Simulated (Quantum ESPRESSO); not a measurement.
Crystal: Ti.

```
CELL_PARAMETERS angstrom
2.95000 0.00000 0.00000
-1.47500 2.55477 0.00000
0.00000 0.00000 4.68000
ATOMIC_POSITIONS crystal
Ti 0.66667 0.33333 0.75000
Ti 0.33333 0.66667 0.25000
```

| Property | Result |
| --- | --- |
| Program | Quantum ESPRESSO 7.5 |
| Task | phonons |
| Functional | LDA |
| Potentials or basis | JTH 2.0 LDA |
| Cutoff | 490 eV |
| Density cutoff | 2939 eV |
| k mesh | 8 × 8 × 5 |
| Occupations | cold, width 0.136 eV |
| Spin | no spin polarisation |
| Form of the LDA correlation | PW92 |
| Mixing beta | 0.5 |
| Most SCF iterations | 120 |
| SCF threshold | 4e-10 Ry |
| Diagonalization | rmm-paro |
| Mixing ndim | 4 |

The cell and the atoms were relaxed first, to 16.16 Å³/atom (a = 2.864 Å, b = 2.864 Å, c = 4.548 Å, α = 90.00°, β = 90.00°, γ = 120.00°), and the response was taken there.

At Γ the optical frequencies are 114 114 200 cm⁻¹, at a pressure of 0.0 GPa.

Task: How do the modes respond when the cell is scaled evenly, at fixed shape?

Result: The highest mode has a Grüneisen parameter of 3.40. 2 of the listed modes soften on compression, the most with -1.70. Real pressure also changes the shape of this cell, most of all in layered crystals, so these aren't the shifts under hydrostatic load.

Frequencies at 99 % and 101 % of the volume (pressures 1.3 and -1.2 GPa), ions relaxed:
```
mode  99 % (cm⁻¹)  101 % (cm⁻¹)  Grüneisen parameter
   4        112.4         116.3                -1.70
   5        112.4         116.3                -1.70
   6        206.8         193.2                 3.40
```

Modes are matched by their order; those that don't vary smoothly over the three volumes are left out.

Caveat: the mesh is thin for the phonons of a metal; the cutoff is low for these files, which shifts pressure and relaxed volume.
